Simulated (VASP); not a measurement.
# Te2Mo (P6_3/mmc) in VASP: notebook

One crystal, Te2Mo, is run at these levels: PBEsol; tasks: single point, relaxation of cell and atoms.

Program: VASP 6.6.1. These are calculated values, not measurements. Logs are shortened: lines on timing, memory, paths and dates and some standing lists are left out, and cuts for length are marked.

**1. The structure**

The structure is hexagonal, space group P6_3/mmc (No. 194). Conventional cell: a = 3.496 Å, b = 3.496 Å, c = 13.702 Å, α = 90.00°, β = 90.00°, γ = 120.00°. Around Te (site symmetry 3m) lie 3 Mo at 2.72 Å. Mo (site symmetry -6m2) is surrounded by 6 Te at 2.72 Å.

**2. Single point, PBEsol (relaxed again under DFT PBEsol, scalar-relativistic, plane waves, PAW)**

The input, INCAR:

```
SYSTEM = Te2Mo
PREC = Accurate
ENCUT = 520
EDIFF = 1E-7
ISMEAR = 0
SIGMA = 0.02
LREAL = .False.
LASPH = .True.
NELM = 60
ALGO = Fast
ISIF = 2
LWAVE = .False.
LCHARG = .True.
GGA = PS
LELF = .True.
LVHAR = .True.
NBANDS = 35
```

The input, KPOINTS:

```
regular mesh
0
Gamma
  9 9 2
  0 0 0
```

The input, POSCAR:

```
Te2Mo
1.0
    3.4940494233      0.0000000000      0.0000000000
   -1.7470247116      3.0259355626      0.0000000000
    0.0000000000      0.0000000000     14.0101249610
Te Mo
4 2
Direct
    0.3333333333      0.6666666667      0.6211293089
    0.6666666667      0.3333333333      0.1211293089
    0.3333333333      0.6666666667      0.8788706911
    0.6666666667      0.3333333333      0.3788706911
    0.3333333333      0.6666666667      0.2500000000
    0.6666666667      0.3333333333      0.7500000000
```

Potentials or basis: VASP PAW PBE potentials, release 64 (Te, Mo_sv).

Command:

```sh
cat potpaw_PBE.64/Te/POTCAR potpaw_PBE.64/Mo_sv/POTCAR > POTCAR
mpirun -np 1 vasp_std > vasp.out
```

OUTCAR:

```text
SYSTEM = Te2Mo
   PREC = Accurate
   ENCUT = 520
   EDIFF = 1E-7
   ISMEAR = 0
   LREAL = .False.
   LASPH = .True.
   NELM = 60
   ISIF = 2
   GGA = PS

 ion  position               nearest neighbor table
   1  0.333  0.667  0.621-   6 2.71   6 2.71   6 2.71   3 3.61
   2  0.667  0.333  0.121-   5 2.71   5 2.71   5 2.71   4 3.61
   3  0.333  0.667  0.879-   6 2.71   6 2.71   6 2.71   1 3.61
   4  0.667  0.333  0.379-   5 2.71   5 2.71   5 2.71   2 3.61
   5  0.333  0.667  0.250-   2 2.71   4 2.71   2 2.71   4 2.71   2 2.71   4 2.71
   6  0.667  0.333  0.750-   1 2.71   3 2.71   1 2.71   3 2.71   1 2.71   3 2.71

  LATTYP: Found a hexagonal cell.
 ALAT       =     3.4940494233
 C/A-ratio  =     4.0097100137

  Lattice vectors:

 A1 = (   3.4940494233,   0.0000000000,   0.0000000000)
 A2 = (  -1.7470247116,   3.0259355626,   0.0000000000)
 A3 = (   0.0000000000,   0.0000000000,  14.0101249610)

Analysis of symmetry for initial positions (statically):
=====================================================================
 Subroutine PRICEL returns:
 Original cell was already a primitive cell.

 Routine SETGRP: Setting up the symmetry group for a
 hexagonal supercell.

 Subroutine GETGRP returns: Found 24 space group operations
 (whereof 12 operations were pure point group operations)
 out of a pool of 24 trial point group operations.

The static configuration has the point symmetry D_3d.
 The point group associated with its full space group is D_6h.

Analysis of symmetry for dynamics (positions and initial velocities):
=====================================================================
 Subroutine PRICEL returns:
 Original cell was already a primitive cell.

 Routine SETGRP: Setting up the symmetry group for a
 hexagonal supercell.

 Subroutine GETGRP returns: Found 24 space group operations
 (whereof 12 operations were pure point group operations)
 out of a pool of 24 trial point group operations.

The dynamic configuration has the point symmetry D_3d.
 The point group associated with its full space group is D_6h.

 Subroutine INISYM returns: Found 24 space group operations
 (whereof 12 operations are pure point group operations),
 and found     1 'primitive' translations

----------------------------------------------------------------------------------------

                                     Primitive cell

  volume of cell :     148.1258

  direct lattice vectors                    reciprocal lattice vectors
     3.494049423  0.000000000  0.000000000     0.286200874  0.165238152  0.000000000
    -1.747024712  3.025935563  0.000000000     0.000000000  0.330476304  0.000000000
     0.000000000  0.000000000 14.010124961     0.000000000  0.000000000  0.071376951

  length of vectors
     3.494049423  3.494049423 14.010124961     0.330476304  0.330476304  0.071376951

  position of ions in fractional coordinates (direct lattice)
     0.333333333  0.666666667  0.621129309
     0.666666667  0.333333333  0.121129309
     0.333333333  0.666666667  0.878870691
     0.666666667  0.333333333  0.378870691
     0.333333333  0.666666667  0.250000000
     0.666666667  0.333333333  0.750000000

  ion indices of the primitive-cell ions
   primitive index   ion index
                 1           1
                 2           2
                 3           3
                 4           4
                 5           5
                 6           6

----------------------------------------------------------------------------------------

 KPOINTS: regular mesh

Automatic generation of k-mesh.
 Grid dimensions read from file:
 generate k-points for:    9    9    2

 Generating k-lattice:

  Cartesian coordinates                     Fractional coordinates (reciprocal lattice)
     0.031800097  0.018359795  0.000000000     0.111111111 -0.000000000  0.000000000
     0.000000000  0.036719589  0.000000000     0.000000000  0.111111111  0.000000000
     0.000000000  0.000000000  0.035688475     0.000000000  0.000000000  0.500000000

  Length of vectors
     0.036719589  0.036719589  0.035688475

  Shift w.r.t. Gamma in fractional coordinates (k-lattice)
     0.000000000  0.000000000  0.000000000

 Subroutine IBZKPT returns following result:
 ===========================================

 Found     24 irreducible k-points:

 Following reciprocal coordinates:
            Coordinates               Weight
  0.000000  0.000000  0.000000      1.000000
  0.111111  0.000000  0.000000      6.000000
  0.222222 -0.000000  0.000000      6.000000
  0.333333 -0.000000  0.000000      6.000000
  0.444444 -0.000000  0.000000      6.000000
  0.111111  0.111111  0.000000      6.000000
[... 16 lines left out ...]
  0.333333  0.222222  0.500000     12.000000
  0.333333  0.333333  0.500000      2.000000
   k-points           NKPTS =     24   k-points in BZ     NKDIM =     24   number of bands    NBANDS=     35
   number of dos      NEDOS =    301   number of ions     NIONS =      6
   total plane-waves  NPLWV =  84672
   dimension x,y,z NGX =    28 NGY =   28 NGZ =  108
   dimension x,y,z NGXF=    56 NGYF=   56 NGZF=  216
   ions per type =               4   2
   NGX,Y,Z   is equivalent  to a cutoff of  13.32, 13.32, 12.82 a.u.
   NGXF,Y,Z  is equivalent  to a cutoff of  26.64, 26.64, 25.63 a.u.
 SYSTEM =  Te2Mo
   PREC   = accura    normal or accurate (medium, high low for compatibility)
   ISTART =      0    job   : 0-new  1-cont  2-samecut
   ICHARG =      2    charge: 1-file 2-atom 10-const
   ISPIN  =      1    spin polarized calculation?
   LNONCOLLINEAR =      F non collinear calculations
   LSORBIT =      F    spin-orbit coupling
   LASPH  =      T    aspherical Exc in radial PAW
   ENCUT  =  520.0 eV  38.22 Ry    6.18 a.u.   6.50  6.50 26.05*2*pi/ulx,y,z
   NELM   =     60;   NELMIN=  2; NELMDL= -5     # of ELM steps
   EDIFF  = 0.1E-06   stopping-criterion for ELM
   LREAL  =      F    real-space projection
   EDIFFG = 0.1E-05   stopping-criterion for IOM
   NSW    =      0    number of steps for IOM
   IBRION =     -1    ionic relax: 0-MD 1-quasi-New 2-CG
   NFREE  =      0    steps in history (QN), initial steepest desc. (CG)
   ISIF   =      2    stress and relaxation
   ISYM   =      2    0-nonsym 1-usesym 2-fastsym
   POTIM  = 0.5000    time-step for ionic-motion
   TEBEG  =    0.0;   TEEND  =   0.0 temperature during run
   PSTRESS=    0.0 pullay stress
   NELECT =      52.0000    total number of electrons
   NUPDOWN=      -1.0000    fix difference up-down
   EMIN   =  10.00;   EMAX   =-10.00  energy-range for DOS
   EFERMI =   0.00;   METHOD = LEGACY
   ISMEAR =     0;   SIGMA  =   0.02  broadening in eV -4-tet -1-fermi 0-gaus
   EFERMI_NEDOS =   21; number of points for ismear=-14 and -15
   IALGO  =     68    algorithm
   IMIX   =      4    mixing-type and parameters
     AMIX     =   0.40;   BMIX     =  1.00
     AMIX_MAG =   1.60;   BMIX_MAG =  1.00
  volume/ion in A,a.u.               =      24.69       166.60
  Fermi-wavevector in a.u.,A,eV,Ry     =   1.154868  2.182384 18.146365  1.333720
  Thomas-Fermi vector in A             =   2.291501
   LORBIT       =      0    0 simple, 1 ext, 2 COOP (PROOUT), +10 PAW based schemes
   GGA     = PS    functional components
   LHFCALC =     F    Hartree Fock is set to
   AEXX    =    0.0000 exact exchange contribution
   IVDW    =     0    specifies the selected vdW correction
   LEPSILON=     F    determine dielectric tensor
   LRPA    =     F    only Hartree local field effects (RPA)
 non-spin polarized calculation
 RMM-DIIS sequential band-by-band and
 Gauss-broadening in eV      SIGMA  =   0.02
  energy-cutoff  :      520.00
  volume of cell :      148.13
 maximum number of plane-waves:      4036
 NGX is ok and might be reduce to    28
   NGX = 13   NGY = 13   NGZ = 53

 number of electron      51.9999995 magnetization

 Free energy of the ion-electron system (eV)
  ---------------------------------------------------
  ext. energy  EPLUGINS =         0.00000000
  ---------------------------------------------------
  free energy    TOTEN  =       -39.39536366 eV

  energy without entropy =      -39.39536366  energy(sigma->0) =      -39.39536366

 E-fermi :   8.3346     XC(G=0): -10.6317

 val. band max:        8.1141992403   @ k =   0.0000   0.0000   0.0000
 cond. band min:       8.9034950490   @ k =   0.2222   0.2222   0.0000
 fundamental gap:      0.7892958087
 Fermi energy:         8.3346335161

 k-point     1 :       0.0000    0.0000    0.0000
  band No.  band energies     occupation
      1     -52.5551      2.00000
      2     -52.5551      2.00000
      3     -26.7663      2.00000
      4     -26.7663      2.00000
      5     -26.6169      2.00000
      6     -26.6169      2.00000
[... 27 lines left out ...]
     34      11.6379      0.00000
     35      13.8913      0.00000

 k-point     2 :       0.1111    0.0000    0.0000
  band No.  band energies     occupation
      1     -52.5538      2.00000
      2     -52.5538      2.00000
      3     -26.7626      2.00000
      4     -26.7625      2.00000
      5     -26.6337      2.00000
      6     -26.6337      2.00000
[... 27 lines left out ...]
     34      11.4716      0.00000
     35      14.5654      0.00000

 k-point     3 :       0.2222   -0.0000    0.0000
  band No.  band energies     occupation
      1     -52.5506      2.00000
      2     -52.5506      2.00000
      3     -26.7531      2.00000
      4     -26.7531      2.00000
      5     -26.6760      2.00000
      6     -26.6760      2.00000
[... 27 lines left out ...]
     34      11.7867      0.00000
     35      14.4068      0.00000
[... 723 lines left out ...]
 k-point    23 :       0.3333    0.2222    0.5000
  band No.  band energies     occupation
      1     -52.5434      2.00000
      2     -52.5434      2.00000
      3     -26.7379      2.00000
      4     -26.7379      2.00000
      5     -26.7323      2.00000
      6     -26.7323      2.00000
[... 27 lines left out ...]
     34      11.7869      0.00000
     35      13.1668      0.00000

 k-point    24 :       0.3333    0.3333    0.5000
  band No.  band energies     occupation
      1     -52.5428      2.00000
      2     -52.5428      2.00000
      3     -26.7304      2.00000
      4     -26.7304      2.00000
      5     -26.7247      2.00000
      6     -26.7247      2.00000
[... 27 lines left out ...]
     34      11.8287      0.00000
     35      13.1195      0.00000

------------------------ aborting loop because EDIFF is reached ----------------------------------------

  FORCE on cell =-STRESS in cart. coord.  units (eV):
  Direction    XX          YY          ZZ          XY          YZ          ZX
  --------------------------------------------------------------------------------------
  -------------------------------------------------------------------------------------
  Total        0.0788362      0.0788362      0.1757544      0.0000000      0.0000000      0.0000000
  in kB        0.8527183      0.8527183      1.9010175      0.0000000      0.0000000      0.0000000
  external PRESSURE =       1.2021514 kB  Pullay stress =       0.0000000 kB

 VOLUME and BASIS-vectors are now :
 -----------------------------------------------------------------------------
  energy-cutoff  :      520.00
  volume of cell :      148.13
      direct lattice vectors                 reciprocal lattice vectors
     3.494049423  0.000000000  0.000000000     0.286200874  0.165238152  0.000000000
    -1.747024712  3.025935563  0.000000000     0.000000000  0.330476304  0.000000000
     0.000000000  0.000000000 14.010124961     0.000000000  0.000000000  0.071376951

 POSITION                                       TOTAL-FORCE (eV/Angst)
 -----------------------------------------------------------------------------------
     -0.00000      2.01729      8.70210         0.000000      0.000000     -0.027310
      1.74702      1.00865      1.69704         0.000000      0.000000     -0.027310
     -0.00000      2.01729     12.31309         0.000000      0.000000      0.027310
      1.74702      1.00865      5.30803         0.000000      0.000000      0.027310
     -0.00000      2.01729      3.50253        -0.000000      0.000000      0.000000
      1.74702      1.00865     10.50759         0.000000      0.000000      0.000000
 -----------------------------------------------------------------------------------
    total drift:                               -0.000000      0.000000     -0.000000

  FREE ENERGIE OF THE ION-ELECTRON SYSTEM (eV)
  ---------------------------------------------------
  free  energy   TOTEN  =       -39.3953636572 eV

  energy  without entropy=      -39.3953636572  energy(sigma->0) =      -39.39536366
```

Wall time 1.7 min (1 thread of AMD EPYC 9R45 (Zen 5), shared host); peak memory 0.29 GiB.

Results:

- Free energy: -39.3954 eV
- Pressure: 0.1 GPa
- Largest force: 0.027 eV/Å
- Band gap on the k mesh: 0.79 eV, indirect (least direct gap 1.09 eV)

Forces in eV/Å, atoms in the order of the input:
```
Te   0.000  0.000 -0.027
Te   0.000  0.000 -0.027
Te   0.000  0.000  0.027
Te   0.000  0.000  0.027
Mo   0.000  0.000  0.000
Mo   0.000  0.000  0.000
```

Levels at points of the mesh, in eV from the valence-band top:
| k point | band 23 | band 24 | band 25 | band 26 | band 27 | band 28 | band 29 | band 30 |
| --- | --- | --- | --- | --- | --- | --- | --- | --- |
| (0.00, 0.00, 0.00) | -0.96 | -0.96 | -0.35 | 0.00 | 3.04 | 3.04 | 3.17 | 3.17 |
| (0.00, 0.00, 0.50) | -0.97 | -0.97 | -0.09 | -0.09 | 3.08 | 3.08 | 3.08 | 3.08 |

Caveat: the PAW data sets were made with another functional, which shifts forces and pressure a little; spin-orbit coupling is left out, which moves the levels of the heavy elements; an odd mesh through Γ misses points on the zone boundary, where band edges often lie; this functional lacks dispersion, which binds the layers, so the pressure and a relaxed spacing across them are unreliable.

**3. Relaxation of cell and atoms, PBEsol**

The input, INCAR:

```
PREC     = Accurate       # precision mode
ENCUT    = 600            # plane-wave cutoff, eV
EDIFF    = 1E-6           # SCF threshold, eV
ISMEAR   = 0              # smearing method
SIGMA    = 0.02           # smearing width, eV
LREAL    = False          # projectors in reciprocal space
LASPH    = True           # aspherical terms in the spheres
NELM     = 80             # most SCF steps
ALGO     = Fast           # electronic algorithm
ISIF     = 3              # what is computed and relaxed
LWAVE    = False          # write WAVECAR
LCHARG   = False          # write CHGCAR
GGA      = PS             # functional
IBRION   = 2              # ionic algorithm
NSW      = 70             # ionic steps
EDIFFG   = -0.005         # ionic threshold
```

The input, KPOINTS:

```
regular mesh
0
Gamma
  9 9 2
```

The input, POSCAR:

```
Te2Mo
1.0
    3.4963748104      0.0000000000      0.0000000000
   -1.7481874052      3.0279494069      0.0000000000
    0.0000000000      0.0000000000     13.7017420245
Te Mo
4 2
Direct
    0.3333333333      0.6666666667      0.6173474405
    0.6666666667      0.3333333333      0.1173474405
    0.3333333333      0.6666666667      0.8826525595
    0.6666666667      0.3333333333      0.3826525595
    0.3333333333      0.6666666667      0.2500000000
    0.6666666667      0.3333333333      0.7500000000
```

Potentials or basis: VASP PAW PBE potentials, release 64 (Te, Mo_sv).

Command:

```sh
cat potpaw_PBE.64/Te/POTCAR potpaw_PBE.64/Mo_sv/POTCAR > POTCAR
mpirun -np 1 vasp_std > vasp.out
```

Wall time 17 min (1 thread of AMD EPYC 9R45 (Zen 5), shared host); peak memory 0.34 GiB.

The run converged. Its results:

```yaml
Free_energy: -39.3949 eV
Relaxed_volume: 24.67 Å³/atom
Relaxed_cell: a = 3.494 Å, b = 3.494 Å, c = 13.998 Å, α = 90.00°, β = 90.00°, γ = 120.00°
Space_group_after_relaxing_to_0.05_Å: P6_3/mmc (No. 194)
Energy_gained_by_relaxing: 2.6 meV/atom
Ionic_steps: 16
Pressure_after_relaxing: 0.0 GPa
Band_gap_on_the_k_mesh: 0.78 eV, indirect (least direct gap 1.09 eV)
```

The path:
```csv
step,energy change (eV),largest force (eV/Å),pressure (GPa),volume (Å³)
1,0.0000,0.2123,-0.44,145.06
2,0.0005,0.0723,1.24,143.67
3,-0.0030,0.0776,0.37,144.38
4,-0.0067,0.0577,0.30,144.96
5,-0.0132,0.0012,0.11,146.69
6,-0.0104,0.1063,-0.13,150.18
7,-0.0144,0.0466,0.03,148.02
8,-0.0136,0.1071,-0.62,148.67
9,-0.0153,0.0200,-0.28,148.30
10,-0.0134,0.0267,0.51,147.26
11,-0.0156,0.0075,-0.02,148.01
12,-0.0156,0.0079,-0.02,148.02
13,-0.0155,0.0143,-0.13,148.16
14,-0.0156,0.0086,-0.04,148.02
15,-0.0155,0.0149,0.06,147.95
16,-0.0156,0.0001,-0.01,148.00
```

Final structure:
```cif
data_structure
_symmetry_space_group_name_H-M 'P 1'
_symmetry_Int_Tables_number 1
_cell_length_a 3.4941
_cell_length_b 3.4941
_cell_length_c 13.9977
_cell_angle_alpha 90.000
_cell_angle_beta 90.000
_cell_angle_gamma 120.000
_cell_volume 148.00
loop_
_atom_site_label
_atom_site_type_symbol
_atom_site_fract_x
_atom_site_fract_y
_atom_site_fract_z
_atom_site_occupancy
Te1 Te 0.33333 0.66667 0.62089 1
Te2 Te 0.66667 0.33333 0.12089 1
Te3 Te 0.33333 0.66667 0.87911 1
Te4 Te 0.66667 0.33333 0.37911 1
Mo1 Mo 0.33333 0.66667 0.25000 1
Mo2 Mo 0.66667 0.33333 0.75000 1
```

Levels at points of the mesh, in eV from the valence-band top:
```
           k point  band 24  band 25  band 26  band 27  band 28  band 29
(0.00, 0.00, 0.00)    -0.95    -0.35     0.00     3.03     3.03     3.16
(0.00, 0.00, 0.50)    -0.97    -0.09    -0.09     3.07     3.07     3.07
```

Caveat: the PAW data sets were made with another functional, which shifts forces and pressure a little; spin-orbit coupling is left out, which moves the levels of the heavy elements; an odd mesh through Γ misses points on the zone boundary, where band edges often lie; this functional lacks dispersion, which binds the layers, so the pressure and a relaxed spacing across them are unreliable. Zero-point motion and thermal expansion aren't in these numbers.
